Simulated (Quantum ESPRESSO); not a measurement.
Crystal: MnO2.

```
Mn O
1.0
     2.75137    0.00000    0.00000
    -1.37568    2.38275    0.00000
     0.00000    0.00000    4.43853
Mn O
1 2
Direct
  0.00000 0.00000 0.00000
  0.33333 0.66667 0.25200
  0.66667 0.33333 0.74800
```

Measurements of this composition are mostly on another form, of space group No. 136.

Alike in all runs: program Quantum ESPRESSO 7.5; functional LDA; potentials or basis GBRV 1.5 LDA; cutoff 612 eV; density cutoff 4898 eV; k mesh 8 × 8 × 4; occupations gaussian, width 0.05 eV; hubbard terms Mn d U = 2 eV.

The same cell was started in several ways:

```tsv
start	free energy over the lowest (meV/atom)	net moment (μB)	site or absolute moments (μB)	gap
collinear spin, ferromagnetic start of up to 3 μB; state fm; occupations atomic	0.0	3.00	Mn +2.64; O -0.01	1.09 eV
no spin polarisation; state nm; occupations atomic	541.6	-	-	none (metal or under the smearing width)
collinear spin, zero start; state nm spin; fixed moment 0; occupations atomic	541.6	0.00	-	-
```

Allowing spin polarisation gains 542 meV/atom. Runs with fixed or held moments lie higher by the price of the constraint. A still lower state may exist.

Caveats: the cell is far from rest, so the order of the states can change on relaxing; forces of over 1 eV/Å show positions far from the minimum, so gaps and moduli don't describe the material at rest (some runs); a cell with one magnetic atom can't hold antiferromagnetic order, which such compounds often take (some runs); an odd number of electrons without spin polarisation forces a metal (some runs); a magnetic or distorted state may lie lower (some runs); U without spin polarisation on a metal has little footing (some runs); the total moment is fixed, so each spin has its own Fermi level (some runs).
